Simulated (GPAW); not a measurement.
AlN:

```xyz
4
Lattice="3.1130 0.0000 0.0000 -1.5565 2.6959 0.0000 0.0000 0.0000 4.9810" Properties=species:S:1:pos:R:3 pbc="T T T"
Al    1.5565    0.8986    2.4905
Al    0.0000    1.7973    0.0000
N     1.5565    0.8986    4.3833
N     0.0000    1.7973    1.8928
```

Base run:

```yaml
Program: GPAW 26.7.0
Functional: M06-L
Potentials_or_basis: GPAW PAW data sets (gpaw-data 1.2.1)
Cutoff: 800 eV
Basis: pw
k_mesh: 7 × 7 × 4
Occupations: fermi-dirac, width 0.05 eV
Spin: no spin polarisation
```

Its results: band gap on the k mesh 4.30 eV, direct; pressure -4.1 GPa; largest force 0.114 eV/Å.

**Question.** The run is repeated on the same cell with these changes: functional from M06-L to mBEEF. What comes out?

**Answer.** Band gap on the k mesh 5.04 eV, direct; pressure -1.4 GPa; largest force 0.123 eV/Å.

Caveats: the PAW data sets were made with another functional, which shifts forces and pressure a little.

Not every run made on this cell is shown here.
